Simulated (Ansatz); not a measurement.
**fcc against bcc along group 14**

The calculation used DFT, RPBE, plane waves (420 eV) with PAW, scalar-relativistic in Ansatz. (PAW data from PBE, frozen cores regenerated.)

Each structure is relaxed within its symmetry, in the lowest magnetic state of the tried starts. Differences under about 8 meV lie within the error of the k-point mesh.

| element | E(fcc) − E(bcc) (meV/atom) | V(fcc) (Å³/atom) | V(bcc) (Å³/atom) | state of fcc | state of bcc |
| --- | --- | --- | --- | --- | --- |
| C | 193 | 7.48 | 6.83 | spin not included | spin not included |
| Si | 14 | 14.62 | 14.80 | spin not included | spin not included |
| Ge | -9 | 20.07 | 19.83 | spin not included | spin not included |
| Sn | -11 | 28.90 | 28.41 | spin not included | spin not included |
| Pb | -43 | 33.19 | 33.20 | spin not included | spin not included |
